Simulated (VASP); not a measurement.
# MnO (P6_3mc) in VASP: notebook, part 8 of 9

VASP 6.6.1. Earlier steps stand in the parts before.

### 80 Equation of state, PBEsol, collinear spin, ferromagnetic start, 12.86 Å³/atom

Input file INCAR:

```
  PREC = Accurate
  ENCUT = 900
  EDIFF = 1E-6
  ISMEAR = 0
  SIGMA = 0.05
  LREAL = False
  LASPH = True
  NELM = 100
  ALGO = Normal
  ISIF = 2
  LWAVE = False
  LCHARG = False
  ISPIN = 2
  MAGMOM = 4 4 0 0
  LORBIT = 11
  LMAXMIX = 4
  GGA = PS
  ADDGRID = False
```

Input file KPOINTS:

```
regular mesh
0
Gamma
  4 4 3
```

Input file POSCAR:

```
MnO
1.0
    3.3376400956      0.0000000000      0.0000000000
   -1.6688200478      2.8904811114      0.0000000000
    0.0000000000      0.0000000000      5.3310972906
Mn O
2 2
Direct
    0.6666666667      0.3333333333      0.5109600000
    0.3333333333      0.6666666667      0.0109600000
    0.6666666667      0.3333333333      0.8754700000
    0.3333333333      0.6666666667      0.3754700000
```

Launch:

```bash
cat potpaw_PBE.64/Mn_pv/POTCAR potpaw_PBE.64/O/POTCAR > POTCAR
mpirun -np 1 vasp_std > vasp.out
```

Run time: 36 s. Hardware: 1 thread of AMD EPYC 9R45 (Zen 5), shared host; peak memory 0.28 GiB.

The run converged, but some of its settings lie outside the range that counts as converged, so its numbers aren't taken as properties of the crystal.

Results:

```yaml
Free_energy: -34.2322 eV
Pressure: 5.6 GPa
Largest_force: 0.708 eV/Å
Band_gap_on_the_k_mesh: none (metal or under the smearing width)
Net_moment: 9.94 μB per cell
Site_moments: Mn +4.38; O +0.20 μB
Valence_electrons_inside_the_program's_atomic_spheres: Mn 11.47; O 5.00
```

Caveat: the k mesh is coarse (spacing up to 0.54 Å⁻¹), so the values aren't converged; the PAW data sets were made with another functional, which shifts forces and pressure a little; semilocal functionals often make such compounds metallic where correlation or magnetic order opens a gap, which also shifts bond lengths; only a ferromagnetic start was run, and an antiferromagnetic order may lie lower in energy.

### 81 Equation of state, PBEsol, collinear spin, ferromagnetic start, 13.65 Å³/atom

INCAR is that of step 80.

KPOINTS is that of step 80.

Input file POSCAR:

```
MnO
1.0
    3.4050853395      0.0000000000      0.0000000000
   -1.7025426698      2.9488904060      0.0000000000
    0.0000000000      0.0000000000      5.4388252502
Mn O
2 2
Direct
    0.6666666667      0.3333333333      0.5109600000
    0.3333333333      0.6666666667      0.0109600000
    0.6666666667      0.3333333333      0.8754700000
    0.3333333333      0.6666666667      0.3754700000
```

Potentials or basis: VASP PAW PBE potentials, release 64 (Mn_pv, O).

Launch:

```bash
cat potpaw_PBE.64/Mn_pv/POTCAR potpaw_PBE.64/O/POTCAR > POTCAR
mpirun -np 1 vasp_std > vasp.out
```

Run time: 40 s. Hardware: 1 thread of AMD EPYC 9R45 (Zen 5), shared host; peak memory 0.28 GiB.

The run converged, but some of its settings lie outside the range that counts as converged, so its numbers aren't taken as properties of the crystal.

What came out:

```yaml
Free_energy: -34.2625 eV
Pressure: -2.3 GPa
Largest_force: 0.546 eV/Å
Band_gap_on_the_k_mesh: none (metal or under the smearing width)
Net_moment: 9.96 μB per cell
Site_moments: Mn +4.41; O +0.19 μB
Valence_electrons_inside_the_program's_atomic_spheres: Mn 11.40; O 4.97
```

Caveat: the k mesh is coarse (spacing up to 0.53 Å⁻¹), so the values aren't converged; the PAW data sets were made with another functional, which shifts forces and pressure a little; semilocal functionals often make such compounds metallic where correlation or magnetic order opens a gap, which also shifts bond lengths; only a ferromagnetic start was run, and an antiferromagnetic order may lie lower in energy.

### 82 Equation of state, PBEsol, collinear spin, ferromagnetic start, 12.86 Å³/atom

Edit INCAR of step 81 so:

```diff
@@ -1,3 +1,3 @@
   PREC = Accurate
-  ENCUT = 900
+  ENCUT = 550
   EDIFF = 1E-6
```

Input file KPOINTS:

```
regular mesh
0
Gamma
  6 6 3
```

Input file POSCAR:

```
MnO
1.0
    3.3376400956      0.0000000000      0.0000000000
   -1.6688200478      2.8904811114      0.0000000000
    0.0000000000      0.0000000000      5.3310972906
Mn O
2 2
Direct
    0.6666666667      0.3333333333      0.5109600000
    0.3333333333      0.6666666667      0.0109600000
    0.6666666667      0.3333333333      0.8754700000
    0.3333333333      0.6666666667      0.3754700000
```

Launch:

```bash
cat potpaw_PBE.64/Mn_pv/POTCAR potpaw_PBE.64/O/POTCAR > POTCAR
mpirun -np 1 vasp_std > vasp.out
```

Wall time 37 s (1 thread of AMD EPYC 9R45 (Zen 5), shared host); peak memory 0.17 GiB.

These settings aren't checked as converged: the numbers below hold their error.

What came out:

- Free energy: -34.2292 eV
- Pressure: 5.2 GPa
- Largest force: 0.677 eV/Å
- Band gap on the k mesh: none (metal or under the smearing width)
- Net moment: 9.94 μB per cell
- Site moments: Mn +4.37; O +0.20 μB
- Valence electrons inside the program's atomic spheres: Mn 11.47; O 5.00

Caveat: the k mesh is coarse (spacing up to 0.39 Å⁻¹), so the values aren't converged; the PAW data sets were made with another functional, which shifts forces and pressure a little; semilocal functionals often make such compounds metallic where correlation or magnetic order opens a gap, which also shifts bond lengths; only a ferromagnetic start was run, and an antiferromagnetic order may lie lower in energy.

### 83 Equation of state, PBEsol, collinear spin, ferromagnetic start, 13.65 Å³/atom

INCAR is that of step 82.

KPOINTS is that of step 82.

Input file POSCAR:

```
MnO
1.0
    3.4050853395      0.0000000000      0.0000000000
   -1.7025426698      2.9488904060      0.0000000000
    0.0000000000      0.0000000000      5.4388252502
Mn O
2 2
Direct
    0.6666666667      0.3333333333      0.5109600000
    0.3333333333      0.6666666667      0.0109600000
    0.6666666667      0.3333333333      0.8754700000
    0.3333333333      0.6666666667      0.3754700000
```

Launch:

```bash
cat potpaw_PBE.64/Mn_pv/POTCAR potpaw_PBE.64/O/POTCAR > POTCAR
mpirun -np 1 vasp_std > vasp.out
```

It took 28 s on 1 thread of AMD EPYC 9R45 (Zen 5), shared host; peak memory 0.17 GiB.

These settings aren't checked as converged: the numbers below hold their error.

What came out:

```yaml
Free_energy: -34.2581 eV
Pressure: -2.4 GPa
Largest_force: 0.536 eV/Å
Band_gap_on_the_k_mesh: none (metal or under the smearing width)
Net_moment: 9.98 μB per cell
Site_moments: Mn +4.41; O +0.19 μB
Valence_electrons_inside_the_program's_atomic_spheres: Mn 11.40; O 4.98
```

Caveat: the k mesh is coarse (spacing up to 0.39 Å⁻¹), so the values aren't converged; the PAW data sets were made with another functional, which shifts forces and pressure a little; semilocal functionals often make such compounds metallic where correlation or magnetic order opens a gap, which also shifts bond lengths; only a ferromagnetic start was run, and an antiferromagnetic order may lie lower in energy.

### 84 Equation of state, PBEsol, collinear spin, ferromagnetic start, 12.86 Å³/atom

Edit INCAR of step 83 so:

```diff
@@ -1,3 +1,3 @@
   PREC = Accurate
-  ENCUT = 550
+  ENCUT = 450
   EDIFF = 1E-6
```

Input file KPOINTS:

```
regular mesh
0
Gamma
  7 7 4
```

Input file POSCAR:

```
MnO
1.0
    3.3376400956      0.0000000000      0.0000000000
   -1.6688200478      2.8904811114      0.0000000000
    0.0000000000      0.0000000000      5.3310972906
Mn O
2 2
Direct
    0.6666666667      0.3333333333      0.5109600000
    0.3333333333      0.6666666667      0.0109600000
    0.6666666667      0.3333333333      0.8754700000
    0.3333333333      0.6666666667      0.3754700000
```

Potentials or basis: VASP PAW PBE potentials, release 64 (Mn_pv, O).

Launch:

```bash
cat potpaw_PBE.64/Mn_pv/POTCAR potpaw_PBE.64/O/POTCAR > POTCAR
mpirun -np 1 vasp_std > vasp.out
```

It took 33 s on 1 thread of AMD EPYC 9R45 (Zen 5), shared host; peak memory 0.16 GiB.

These settings aren't checked as converged: the numbers below hold their error.

What came out:

* Free energy: -34.2324 eV
* Largest force: 0.671 eV/Å
* Band gap on the k mesh: none (metal or under the smearing width)
* Net moment: 9.97 μB per cell
* Site moments: Mn +4.38; O +0.21 μB
* Valence electrons inside the program's atomic spheres: Mn 11.47; O 5.02

Caveat: the cutoff is under 1.25 times the usual one of these potentials, so pressure, stress and relaxed cells hold a basis-set (Pulay) error; the PAW data sets were made with another functional, which shifts forces and pressure a little; semilocal functionals often make such compounds metallic where correlation or magnetic order opens a gap, which also shifts bond lengths; only a ferromagnetic start was run, and an antiferromagnetic order may lie lower in energy.

### 85 Equation of state, PBEsol, collinear spin, ferromagnetic start, 13.65 Å³/atom

INCAR is that of step 84.

KPOINTS is that of step 84.

Input file POSCAR:

```
MnO
1.0
    3.4050853395      0.0000000000      0.0000000000
   -1.7025426698      2.9488904060      0.0000000000
    0.0000000000      0.0000000000      5.4388252502
Mn O
2 2
Direct
    0.6666666667      0.3333333333      0.5109600000
    0.3333333333      0.6666666667      0.0109600000
    0.6666666667      0.3333333333      0.8754700000
    0.3333333333      0.6666666667      0.3754700000
```

Launch:

```bash
cat potpaw_PBE.64/Mn_pv/POTCAR potpaw_PBE.64/O/POTCAR > POTCAR
mpirun -np 1 vasp_std > vasp.out
```

Wall time 30 s (1 thread of AMD EPYC 9R45 (Zen 5), shared host); peak memory 0.16 GiB.

The run converged, but some of its settings lie outside the range that counts as converged, so its numbers aren't taken as properties of the crystal.

Results:

| Property | Result |
| --- | --- |
| Free energy | -34.2622 eV |
| Largest force | 0.524 eV/Å |
| Band gap on the k mesh | none (metal or under the smearing width) |
| Net moment | 9.99 μB per cell |
| Site moments | Mn +4.41; O +0.19 μB |
| Valence electrons inside the program's atomic spheres | Mn 11.40; O 4.99 |

Caveat: the cutoff is under 1.25 times the usual one of these potentials, so pressure, stress and relaxed cells hold a basis-set (Pulay) error; the PAW data sets were made with another functional, which shifts forces and pressure a little; semilocal functionals often make such compounds metallic where correlation or magnetic order opens a gap, which also shifts bond lengths; only a ferromagnetic start was run, and an antiferromagnetic order may lie lower in energy.

### 86 Equation of state, PBEsol, collinear spin, ferromagnetic start, 12.86 Å³/atom

Edit INCAR of step 85 so:

```diff
@@ -3,3 +3,3 @@
   EDIFF = 1E-6
-  ISMEAR = 0
+  ISMEAR = -5
   SIGMA = 0.05
```

KPOINTS is that of step 85.

Input file POSCAR:

```
MnO
1.0
    3.3376400956      0.0000000000      0.0000000000
   -1.6688200478      2.8904811114      0.0000000000
    0.0000000000      0.0000000000      5.3310972906
Mn O
2 2
Direct
    0.6666666667      0.3333333333      0.5109600000
    0.3333333333      0.6666666667      0.0109600000
    0.6666666667      0.3333333333      0.8754700000
    0.3333333333      0.6666666667      0.3754700000
```

Launch:

```bash
cat potpaw_PBE.64/Mn_pv/POTCAR potpaw_PBE.64/O/POTCAR > POTCAR
mpirun -np 1 vasp_std > vasp.out
```

It took 32 s on 1 thread of AMD EPYC 9R45 (Zen 5), shared host; peak memory 0.16 GiB.

These settings aren't checked as converged: the numbers below hold their error.

What came out:

* Free energy: -34.2312 eV
* Largest force: 0.667 eV/Å
* Band gap on the k mesh: none (metal or under the smearing width)
* Net moment: 10.00 μB per cell
* Site moments: Mn +4.39; O +0.21 μB
* Valence electrons inside the program's atomic spheres: Mn 11.47; O 5.02

Caveat: the cutoff is under 1.25 times the usual one of these potentials, so pressure, stress and relaxed cells hold a basis-set (Pulay) error; the PAW data sets were made with another functional, which shifts forces and pressure a little; semilocal functionals often make such compounds metallic where correlation or magnetic order opens a gap, which also shifts bond lengths; only a ferromagnetic start was run, and an antiferromagnetic order may lie lower in energy; tetrahedron occupations give inexact forces and stress in metals.

### 87 Equation of state, PBEsol, collinear spin, ferromagnetic start, 13.65 Å³/atom

INCAR is that of step 86.

KPOINTS is that of step 86.

Input file POSCAR:

```
MnO
1.0
    3.4050853395      0.0000000000      0.0000000000
   -1.7025426698      2.9488904060      0.0000000000
    0.0000000000      0.0000000000      5.4388252502
Mn O
2 2
Direct
    0.6666666667      0.3333333333      0.5109600000
    0.3333333333      0.6666666667      0.0109600000
    0.6666666667      0.3333333333      0.8754700000
    0.3333333333      0.6666666667      0.3754700000
```

Potentials or basis: VASP PAW PBE potentials, release 64 (Mn_pv, O).

Launch:

```bash
cat potpaw_PBE.64/Mn_pv/POTCAR potpaw_PBE.64/O/POTCAR > POTCAR
mpirun -np 1 vasp_std > vasp.out
```

Wall time 31 s (1 thread of AMD EPYC 9R45 (Zen 5), shared host); peak memory 0.16 GiB.

The run converged, but some of its settings lie outside the range that counts as converged, so its numbers aren't taken as properties of the crystal.

Results:

* Free energy: -34.2615 eV
* Largest force: 0.521 eV/Å
* Band gap on the k mesh: none (metal or under the smearing width)
* Net moment: 10.00 μB per cell
* Site moments: Mn +4.41; O +0.19 μB
* Valence electrons inside the program's atomic spheres: Mn 11.40; O 4.99

Caveat: the cutoff is under 1.25 times the usual one of these potentials, so pressure, stress and relaxed cells hold a basis-set (Pulay) error; the PAW data sets were made with another functional, which shifts forces and pressure a little; semilocal functionals often make such compounds metallic where correlation or magnetic order opens a gap, which also shifts bond lengths; only a ferromagnetic start was run, and an antiferromagnetic order may lie lower in energy; tetrahedron occupations give inexact forces and stress in metals.

### 88 Equation of state, PBEsol, collinear spin, ferromagnetic start, 12.86 Å³/atom

Edit INCAR of step 87 so:

```diff
@@ -1,5 +1,5 @@
   PREC = Accurate
-  ENCUT = 450
+  ENCUT = 550
   EDIFF = 1E-6
-  ISMEAR = -5
+  ISMEAR = 0
   SIGMA = 0.05
```

KPOINTS is that of step 87.

Input file POSCAR:

```
MnO
1.0
    3.3376400956      0.0000000000      0.0000000000
   -1.6688200478      2.8904811114      0.0000000000
    0.0000000000      0.0000000000      5.3310972906
Mn O
2 2
Direct
    0.6666666667      0.3333333333      0.5109600000
    0.3333333333      0.6666666667      0.0109600000
    0.6666666667      0.3333333333      0.8754700000
    0.3333333333      0.6666666667      0.3754700000
```

Launch:

```bash
cat potpaw_PBE.64/Mn_pv/POTCAR potpaw_PBE.64/O/POTCAR > POTCAR
mpirun -np 1 vasp_std > vasp.out
```

It took 47 s on 1 thread of AMD EPYC 9R45 (Zen 5), shared host; peak memory 0.19 GiB.

These settings aren't checked as converged: the numbers below hold their error.

What came out:

| Quantity | Value |
| --- | --- |
| Free energy | -34.2293 eV |
| Pressure | 5.5 GPa |
| Largest force | 0.672 eV/Å |
| Band gap on the k mesh | none (metal or under the smearing width) |
| Net moment | 9.97 μB per cell |
| Site moments | Mn +4.38; O +0.21 μB |
| Valence electrons inside the program's atomic spheres | Mn 11.47; O 5.01 |

Caveat: the PAW data sets were made with another functional, which shifts forces and pressure a little; semilocal functionals often make such compounds metallic where correlation or magnetic order opens a gap, which also shifts bond lengths; only a ferromagnetic start was run, and an antiferromagnetic order may lie lower in energy.

### 89 Equation of state, PBEsol, collinear spin, ferromagnetic start, 13.65 Å³/atom

INCAR is that of step 88.

KPOINTS is that of step 88.

Input file POSCAR:

```
MnO
1.0
    3.4050853395      0.0000000000      0.0000000000
   -1.7025426698      2.9488904060      0.0000000000
    0.0000000000      0.0000000000      5.4388252502
Mn O
2 2
Direct
    0.6666666667      0.3333333333      0.5109600000
    0.3333333333      0.6666666667      0.0109600000
    0.6666666667      0.3333333333      0.8754700000
    0.3333333333      0.6666666667      0.3754700000
```

Launch:

```bash
cat potpaw_PBE.64/Mn_pv/POTCAR potpaw_PBE.64/O/POTCAR > POTCAR
mpirun -np 1 vasp_std > vasp.out
```

Run time: 44 s. Hardware: 1 thread of AMD EPYC 9R45 (Zen 5), shared host; peak memory 0.19 GiB.

The run converged, but some of its settings lie outside the range that counts as converged, so its numbers aren't taken as properties of the crystal.

What came out:

- Free energy: -34.2590 eV
- Pressure: -2.4 GPa
- Largest force: 0.526 eV/Å
- Band gap on the k mesh: none (metal or under the smearing width)
- Net moment: 9.99 μB per cell
- Site moments: Mn +4.41; O +0.19 μB
- Valence electrons inside the program's atomic spheres: Mn 11.40; O 4.98

Caveat: the PAW data sets were made with another functional, which shifts forces and pressure a little; semilocal functionals often make such compounds metallic where correlation or magnetic order opens a gap, which also shifts bond lengths; only a ferromagnetic start was run, and an antiferromagnetic order may lie lower in energy.

### 90 Equation of state, PBEsol, collinear spin, ferromagnetic start, 12.86 Å³/atom

Edit INCAR of step 89 so:

```diff
@@ -1,2 +1,2 @@
-  PREC = Accurate
+  PREC = Low
   ENCUT = 550
```

KPOINTS is that of step 89.

Input file POSCAR:

```
MnO
1.0
    3.3376400956      0.0000000000      0.0000000000
   -1.6688200478      2.8904811114      0.0000000000
    0.0000000000      0.0000000000      5.3310972906
Mn O
2 2
Direct
    0.6666666667      0.3333333333      0.5109600000
    0.3333333333      0.6666666667      0.0109600000
    0.6666666667      0.3333333333      0.8754700000
    0.3333333333      0.6666666667      0.3754700000
```

Potentials or basis: VASP PAW PBE potentials, release 64 (Mn_pv, O).

Launch:

```bash
cat potpaw_PBE.64/Mn_pv/POTCAR potpaw_PBE.64/O/POTCAR > POTCAR
mpirun -np 1 vasp_std > vasp.out
```

It took 27 s on 1 thread of AMD EPYC 9R45 (Zen 5), shared host; peak memory 0.12 GiB.

The run converged, but some of its settings lie outside the range that counts as converged, so its numbers aren't taken as properties of the crystal.

What came out:

- Free energy: -34.2384 eV
- Pressure: 5.4 GPa
- Largest force: 0.647 eV/Å
- Band gap on the k mesh: none (metal or under the smearing width)
- Net moment: 9.97 μB per cell
- Site moments: Mn +4.38; O +0.21 μB
- Valence electrons inside the program's atomic spheres: Mn 11.47; O 5.01

Caveat: the PAW data sets were made with another functional, which shifts forces and pressure a little; semilocal functionals often make such compounds metallic where correlation or magnetic order opens a gap, which also shifts bond lengths; only a ferromagnetic start was run, and an antiferromagnetic order may lie lower in energy.

### 91 Equation of state, PBEsol, collinear spin, ferromagnetic start, 13.65 Å³/atom

INCAR is that of step 90.

KPOINTS is that of step 90.

Input file POSCAR:

```
MnO
1.0
    3.4050853395      0.0000000000      0.0000000000
   -1.7025426698      2.9488904060      0.0000000000
    0.0000000000      0.0000000000      5.4388252502
Mn O
2 2
Direct
    0.6666666667      0.3333333333      0.5109600000
    0.3333333333      0.6666666667      0.0109600000
    0.6666666667      0.3333333333      0.8754700000
    0.3333333333      0.6666666667      0.3754700000
```

Launch:

```bash
cat potpaw_PBE.64/Mn_pv/POTCAR potpaw_PBE.64/O/POTCAR > POTCAR
mpirun -np 1 vasp_std > vasp.out
```

Run time: 22 s. Hardware: 1 thread of AMD EPYC 9R45 (Zen 5), shared host; peak memory 0.12 GiB.

The run converged, but some of its settings lie outside the range that counts as converged, so its numbers aren't taken as properties of the crystal.

What came out:

```yaml
Free_energy: -34.2666 eV
Pressure: -2.5 GPa
Largest_force: 0.511 eV/Å
Band_gap_on_the_k_mesh: none (metal or under the smearing width)
Net_moment: 9.99 μB per cell
Site_moments: Mn +4.41; O +0.19 μB
Valence_electrons_inside_the_program's_atomic_spheres: Mn 11.40; O 4.98
```

Caveat: the PAW data sets were made with another functional, which shifts forces and pressure a little; semilocal functionals often make such compounds metallic where correlation or magnetic order opens a gap, which also shifts bond lengths; only a ferromagnetic start was run, and an antiferromagnetic order may lie lower in energy.

### 92 Equation of state, PBEsol, collinear spin, ferromagnetic start, 12.86 Å³/atom

Edit INCAR of step 91 so:

```diff
@@ -1,2 +1,2 @@
-  PREC = Low
+  PREC = Normal
   ENCUT = 550
```

KPOINTS is that of step 91.

Input file POSCAR:

```
MnO
1.0
    3.3376400956      0.0000000000      0.0000000000
   -1.6688200478      2.8904811114      0.0000000000
    0.0000000000      0.0000000000      5.3310972906
Mn O
2 2
Direct
    0.6666666667      0.3333333333      0.5109600000
    0.3333333333      0.6666666667      0.0109600000
    0.6666666667      0.3333333333      0.8754700000
    0.3333333333      0.6666666667      0.3754700000
```

Launch:

```bash
cat potpaw_PBE.64/Mn_pv/POTCAR potpaw_PBE.64/O/POTCAR > POTCAR
mpirun -np 1 vasp_std > vasp.out
```

It took 27 s on 1 thread of AMD EPYC 9R45 (Zen 5), shared host; peak memory 0.15 GiB.

These settings aren't checked as converged: the numbers below hold their error.

Results:

```
Free energy                                           : -34.2293 eV
Pressure                                              : 5.5 GPa
Largest force                                         : 0.672 eV/Å
Band gap on the k mesh                                : none (metal or under the smearing width)
Net moment                                            : 9.97 μB per cell
Site moments                                          : Mn +4.38; O +0.21 μB
Valence electrons inside the program's atomic spheres : Mn 11.47; O 5.01
```

Caveat: the PAW data sets were made with another functional, which shifts forces and pressure a little; semilocal functionals often make such compounds metallic where correlation or magnetic order opens a gap, which also shifts bond lengths; only a ferromagnetic start was run, and an antiferromagnetic order may lie lower in energy.

[end of part 8 of 9]
